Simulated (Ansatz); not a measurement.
**AgCl (Fm-3m):Pb_Ag, thermodynamic levels from a 54-atom cell**

Charge states of Pb_Ag in AgCl (Fm-3m), set against the band edges. Model: a cell of 54 host atoms with 1 Ag taken out and 1 Pb put in.

Method: place-levels on r2SCAN runs: charge-transition levels and formation energies with image-charge correction and potential alignment at the atomic sites; PAW set soft_1, in Ansatz 0.2.0.

## (1) The structure

The cell holds 54 atoms: 26 Ag, 27 Cl and 1 Pb. Cell: a = 11.763 Å, b = 11.763 Å, c = 11.763 Å, α = 60.0°, β = 60.0°, γ = 60.0°. It derives from AgCl (space group Fm-3m). Nearest the centre at fractional (0.667, 0.667, 0.333): Pb51 at 0.00 Å, Cl28 at 2.77 Å, Cl44 at 2.77 Å, Cl32 at 2.77 Å, Cl50 at 2.77 Å, Cl46 at 2.77 Å, Cl34 at 2.77 Å, Ag47 at 3.92 Å.

Known beforehand: the electronic dielectric constant, 5.33, and the static one, 16.41, computed on the host (DFPT, PBEsol, on the r2SCAN cell), and a cell off the functional's own equilibrium shifts the ionic part.

The cell's shortest repeat is 11.8 Å.

## (2) Charge states

A transition level is the Fermi level at which two charge states cost the same, so each charge needs its own total energy, at its own relaxed structure.

Random displacements of about 0.05 Å break the site symmetry at the start, so that the relaxation can reach a distorted minimum if there is one. Forces are taken at one point at (¼, ¼, ¼). The cell holds 1 electron fewer than the neutral one, with a uniform background that keeps it neutral on the whole.

The sampling was tested on the host first: at the k-points planned (1x1x1 shifted 0.25 0.25 0.25) its energy lies 0.012 eV an atom from the dense-mesh value, under the bound of 0.02 eV set for this test; that bounds the host's error, not the defect's.

One state's input; the others differ in charge, spin, start and seed, and in occupations where the table says so.

File qp1.relax/input.yaml:

```yaml
crystal:
  lattice:
    - [0.0, 8.317989, 8.317989]
    - [8.317989, 0.0, 8.317989]
    - [8.317989, 8.317989, 0.0]
  atoms:
    - { symbol: Ag, position: [0.0, 0.0, 0.0] }
    - { symbol: Cl, position: [0.16666667, 0.16666667, 0.16666667] }
[... 6 atom lines left out ...]
    - { symbol: Ag, position: [0.0, 0.33333333, 0.33333333] }
[... 3 atom lines left out ...]
    - { symbol: Ag, position: [0.0, 0.66666667, 0.0] }
[... 1 atom line left out ...]
    - { symbol: Ag, position: [0.0, 0.66666667, 0.33333333] }
[... 5 atom lines left out ...]
    - { symbol: Ag, position: [0.33333333, 0.0, 0.33333333] }
[... 4 atom lines left out ...]
    - { symbol: Cl, position: [0.5, 0.5, 0.16666667] }
[... 1 atom line left out ...]
    - { symbol: Cl, position: [0.5, 0.5, 0.5] }
[... 3 atom lines left out ...]
    - { symbol: Cl, position: [0.5, 0.83333333, 0.16666667] }
    - { symbol: Ag, position: [0.33333333, 0.66666667, 0.33333333] }
    - { symbol: Cl, position: [0.5, 0.83333333, 0.5] }
    - { symbol: Ag, position: [0.33333333, 0.66666667, 0.66666667] }
[... 1 atom line left out ...]
    - { symbol: Ag, position: [0.66666667, 0.0, 0.0] }
[... 1 atom line left out ...]
    - { symbol: Ag, position: [0.66666667, 0.0, 0.33333333] }
[... 4 atom lines left out ...]
    - { symbol: Cl, position: [0.83333333, 0.5, 0.16666667] }
    - { symbol: Ag, position: [0.66666667, 0.33333333, 0.33333333] }
    - { symbol: Cl, position: [0.83333333, 0.5, 0.5] }
    - { symbol: Ag, position: [0.66666667, 0.33333333, 0.66666667] }
[... 1 atom line left out ...]
    - { symbol: Ag, position: [0.66666667, 0.66666667, 0.0] }
    - { symbol: Cl, position: [0.83333333, 0.83333333, 0.16666667] }
    - { symbol: Pb, position: [0.66666667, 0.66666667, 0.33333333] }
[... 1 atom line left out ...]
    - { symbol: Ag, position: [0.66666667, 0.66666667, 0.66666667] }
    - { symbol: Cl, position: [0.83333333, 0.83333333, 0.83333333] }
  host:
    repeats: [3, 3, 3]
    atoms:
      - { symbol: Ag, position: [0.0, 0.0, 0.0] }
      - { symbol: Cl, position: [0.5, 0.5, 0.5] }
total_charge: 1
basis:
  ecutwfc: 500
  xc_grid: 2
hamiltonian:
  xc: r2scan
  pseudopotentials: { kind: paw, azcp: { folder: soft_1 } }
kpoints:
  mp_grid: { grid: [1, 1, 1], shift: [0.25, 0.25, 0.25] }
scf:
  occupations: { method: fixed }
  max_iter: 80
output:
  forces: true
  charged_corrections:
    epsilon: 5.33
    static_epsilon: 16.41
    defect_position: [0.666667, 0.666667, 0.333333]
relax:
  f_tol: 0.02
  max_steps: 80
  random_displacement: { amplitude: 0.05, seed: 3585 }
checkpoint:
  write: "../qp1.relax.run"
  compress: false
  write_wavefunctions: true
  write_every: 100000
```

The run is started by

```
$ ansatz run input.yaml --threads 8 --pin off --max-ram 15073MiB --backend cpu --events-out ev --progress --plain --runs-dir out
```

The relaxed structure is kept and the sampling changed to a 2×2×2 shifted mesh.

The run of this state that the levels use, under r2SCAN:

File qp1.point/input.yaml:

```yaml
crystal:
  checkpoint: "../qp1.relax.run"
  host: checkpoint
total_charge: 1
basis:
  ecutwfc: 500
  xc_grid: 2
hamiltonian:
  xc: r2scan
  pseudopotentials: { kind: paw, azcp: { folder: soft_1 } }
kpoints:
  mp_grid: { grid: [2, 2, 2], shift: [0.5, 0.5, 0.5] }
scf:
  occupations: { method: fermi_dirac, width: 0.01 }
  max_iter: 80
output:
  forces: true
  eigenvalues: true
  charged_corrections:
    epsilon: 5.33
    static_epsilon: 16.41
    defect_position: [0.666667, 0.666667, 0.333333]
  eigenstates: { localisation: true }
  populations: true
  band_densities: [{ bands: [v1, v1] }, { bands: [c1, c1] }]
  write_density: true
  write_potential: true
  volumetric_format: npy
  elf: true
checkpoint:
  read: "../qp1.relax.run"
  write: "../qp1.point.run"
  compress: false
  write_wavefunctions: false
  write_every: 100000
```

Relaxations under r2SCAN at one point at (¼, ¼, ¼); times on 8 threads of Arm Neoverse N1, shared host:

| charge | moment (μB) | occupations | outcome | steps | largest displacement against the far atoms (Å) | time |
| --- | --- | --- | --- | --- | --- | --- |
| 0 | 1 | fixed | converged | 4 | 0.10 | 8.4 min |
| +1 | 0 | fixed | converged | 4 | 0.10 | 3.3 min |

Single points under r2SCAN at a 2×2×2 shifted mesh; times on 8 threads of Arm Neoverse N1, shared host:

```
charge  moment (μB)  occupations    outcome     time
     0            1  fermi-dirac  converged   12 min
    +1            0  fermi-dirac  converged  4.3 min
```

Distances (Å) from Pb51 to the nearest atoms after relaxation with r2SCAN:

| charge | moment (μB) | 1. | 2. | 3. | 4. | 5. | 6. |
| --- | --- | --- | --- | --- | --- | --- | --- |
| 0 | 1 | Cl 2.86 | Cl 2.86 | Cl 2.86 | Cl 2.86 | Cl 2.86 | Cl 2.86 |
| +1 | 0 | Cl 2.86 | Cl 2.86 | Cl 2.86 | Cl 2.86 | Cl 2.86 | Cl 2.86 |

## (3) Placing the levels, r2SCAN

A charged cell interacts with its images and the background, and its potential has another zero than the host's. place-levels removes the first by a point-charge model, screened by the static dielectric constant since the ions have relaxed around the charge, and the second by comparing potentials at atoms far from the defect.

The host is a run of the defect-free crystal in the same cutoffs, grids and k-points, so that basis and sampling errors cancel in part in the differences. The host is run in a cell of 2 atoms on a matching mesh. Its band edges are searched through the zone by a band path, so the gap is smaller than, or equal to, that on the mesh. Chemical potentials are energies per atom of Ag (fcc) and Pb (fcc), run with the same functional and cutoff.

File levels.point.yaml:

```yaml
host:
  run: host.point.run
states: [q0_M1.point.run, qp1.point.run]
geometry_from:
  q0_M1.point.run: q0_M1.relax.run
  qp1.point.run: qp1.relax.run
chemical_potentials:
  Ag:
    energy: -7604.007073
    dataset: "<sha256 of the dataset>"
  Pb:
    energy: -11922.911313
    dataset: "<sha256 of the dataset>"
epsilon: 5.33
static_epsilon: 16.41
vertical:
  - { from: qp1.point.run, to: qp1.point_neutral.run }
```

The run is started by

```
$ ansatz place-levels levels.point.yaml -- --threads 8 --pin off --max-ram 15073MiB
```

Numbers of over 12 decimals in the logs are rounded to 6 here.

Output:

```text
[... repeated set-up lines and file paths are left out, and long positions are rounded to six places ...]
(+1/0) 1.495 eV above the valence edge (+2.279 eV without the band-filling correction), in the conduction band
formation energy of charge +1: -1.661 eV with the Fermi level at the valence edge
formation energy of charge 0: -0.166 eV with the Fermi level at the valence edge
vertical +1 to 0: no energy, since no alignment is typed
  the change from vertical[0].from (qp1.point.run) to vertical[0].to (qp1.point_neutral.run): by its potential at epsilon 5.33 it is spread over the cell along a vector, with an rms radius of about 8.0 Å (4.6 4.6 4.6 Å across the planes of the cell's [...]
  edges by r2scan, gap 1.472 eV; the host is sampled to repeats of 23.53 Å
  the defect's cells are sampled to repeats of 23.53 Å, like sampling
  charge +1: -238925.9989 eV with its correction of +0.226 eV, at epsilon 16.41, aligned at sites: +0.1056 eV, mean over 21 atomic sites at or beyond 5.88 Å from the defect at [0.6667, 0.6667, 0.3333], with -0.000000 for the charge's moments and without [...]
  charge 0: +0.000 eV for its dipole among its images, +0.000 omitted
  of states[1] (qp1.point.run): how wide its charge is, is not read beside other atoms or cores, and a band state would take no correction. [...]
  of states[0] (q0_M1.point.run): a band-filling correction moves a carrier to the host's band edge, which changes its energy by -0.784 eV; [...]
  of vertical[0].from (qp1.point.run): it parts from the run at its places by a charge that spreads by about 4.6 Å along one vector (1.7 Å or more is wide), by its potential at epsilon 5.33, taken for that of held ions (one typed too small widens it), where [...]
  of vertical[0].to (qp1.point_neutral.run): its moments are held at its close (magnetization.spin_locking), by a field of 0.307 eV a Bohr magneton, and its energy and levels are of the state that this holds: a run that lets them go can end lower; [...]
```

Wall time 0.41 s (8 threads of Arm Neoverse N1, shared host).

Levels between the charges placed, in eV above the valence top:

```csv
,gap (eV),(+1/0)
r2SCAN,1.47,1.50
```

Corrections by state:

| charge | moment (μB) | image terms and alignment (eV) | band filling (eV) | ε used | over the lowest of its charge, as the program ranks them, band filling apart (eV) |
| --- | --- | --- | --- | --- | --- |
| +1 | 0.0 | 0.226 | - | 16.41 | 0.000 |
| 0 | 1.0 | 0.000 | -0.784 | - | 0.000 |

The charged structures listed were also run neutral, and place-levels reads from each pair, by the potential or the spins, how wide the charge is by which they differ; that can be the carrier of either run.

| charge | rms radius (Å) | spread where it is widest against the cell (Å) | wide from (Å) | reading |
| --- | --- | --- | --- | --- |
| +1 | 8.0 | 4.64 | 1.66 | wide |

The neutral runs of these pairs need not share the spin of the lowest neutral state, and very wide values only mean spread over the cell.

From the program's caveats on the states, each cut to its opening words:

- charge +1: how wide its charge is, is not read beside other atoms or cores, and a band state would take no correction
- charge +1, 0 (1 μB): its alignment with the host at atomic sites is doubtful: the cell is too small to show whether the defect's potential has decayed: take a larger one
- charge 0 (1 μB): a band-filling correction moves a carrier to the host's band edge, which changes its energy by -0.784 eV
- charge 0 (1 μB): its moments are held at its close (magnetization.spin_locking), by a field of 0.309 eV a Bohr magneton, and its energy and levels are of the state that this [...]
- charge 0 (1 μB): flagged: stability check not made

Formation energies (eV), elemental references (Δμ(Ag) = 0.00 eV, Δμ(Pb) = 0.00 eV):

| charge | Fermi level at the valence top | at the conduction bottom |
| --- | --- | --- |
| +1 | -1.66 | -0.19 |
| 0 | -0.17 | -0.17 |

## (4) The same at the relaxations' own k-points

The relaxations' own energies give the levels at their sampling, for comparison.

File levels.relax_mesh.yaml:

```yaml
host:
  run: host.relax.run
states: [q0_M1.relax.run, qp1.relax.run]
chemical_potentials:
  Ag:
    energy: -7604.007073
    dataset: "<sha256 of the dataset>"
  Pb:
    energy: -11922.911313
    dataset: "<sha256 of the dataset>"
```

The run is started by

```
$ ansatz place-levels levels.relax_mesh.yaml -- --threads 8 --pin off --max-ram 15073MiB
```

Output:

```text
[...]
formation energy of charge +1: -1.680 eV with the Fermi level at the valence edge
formation energy of charge 0: -0.189 eV with the Fermi level at the valence edge
  edges by r2scan, gap 1.467 eV; the host is sampled to repeats of 11.76 Å
[... the lines on each state left out ...]
```

The job ended after 0.18 s (8 threads).

Levels between neighbouring charges, in eV above the valence top:

```
                        gap (eV)  (+1/0)
one point at (¼, ¼, ¼)      1.47    1.49
  a 2×2×2 shifted mesh      1.47    1.50
```

Going from one point at (¼, ¼, ¼) to a 2×2×2 shifted mesh moves formation energies against the elements by up to 0.02 eV; band-filling terms, which differ between samplings, are in these energies.

## (5) Results

```
gap of the host                                                             : 1.47 eV (r2SCAN)
level (plus 1/0)                                                            : 1.50 eV above the valence top, past the conduction bottom (2.28 eV above the valence top without the band-filling term)
lowest of the charges placed, just above the valence top (0.02 eV)          : +1
lowest of the charges placed, just below the conduction bottom (0.02 eV)    : +1
lowest formation energy at mid-gap of the charges run, elemental references : -0.93 eV
```

In words: Of the charges placed (0 and +1), +1 is the lowest from 0.02 eV above the valence top to 0.02 eV below the conduction bottom, a gap of 1.47 eV. Charges above +1 and below 0 were not placed, so these runs say nothing of levels that involve them. States placed: +1 at 0 μB; 0 at 1 μB. Other spin states or structures, where not listed, weren't placed. The program finds carriers beyond a band edge of the host and adds a band-filling term at charge 0 (-0.78 eV); steps to such a charge show no bound level, and a defect level inside a band would be read the same way. Pb is taken at its element; compounds, which aren't counted here, bound the chemical potentials and would shift these formation energies. The lowest formation energy (elemental references) is negative across the gap, so the defect would form by itself: these chemical potentials lie beyond what competing compounds allow, or the host is unstable against it. Going from one point at (¼, ¼, ¼) to a 2×2×2 shifted mesh moves formation energies against the elements by up to 0.02 eV; band-filling terms, which differ between samplings, are in these energies. The program doubts the alignment of potentials for at least one state, a sign that the cell is small. Limits: r2SCAN makes the gap too small and tends to spread out bound carriers; where a gas molecule sets a chemical potential or the host's formation energy, its binding is uncorrected; spin–orbit coupling, which can matter with heavy atoms, is left out.

[Logs are printed without paths, hosts, clocks, repeated set-up lines and the standing remarks that a program may print on its own settings, such as how far it seeks lower states.]

[Hosts, paths, dates, database ids (printed as entryN), source tags and the programs' standing remarks are cut or masked in the printed files.]

[Where a table of states has a column of steps, it counts the stored structures, which are thinned; the runs took as many ionic steps or more.]

[A defect's name tells the site on which it was built; relaxed atoms can leave that site.]

[For some hosts the program warned that the k-mesh of the response run may be too coarse for force constants and the static dielectric constant; such warnings are not shown here.]
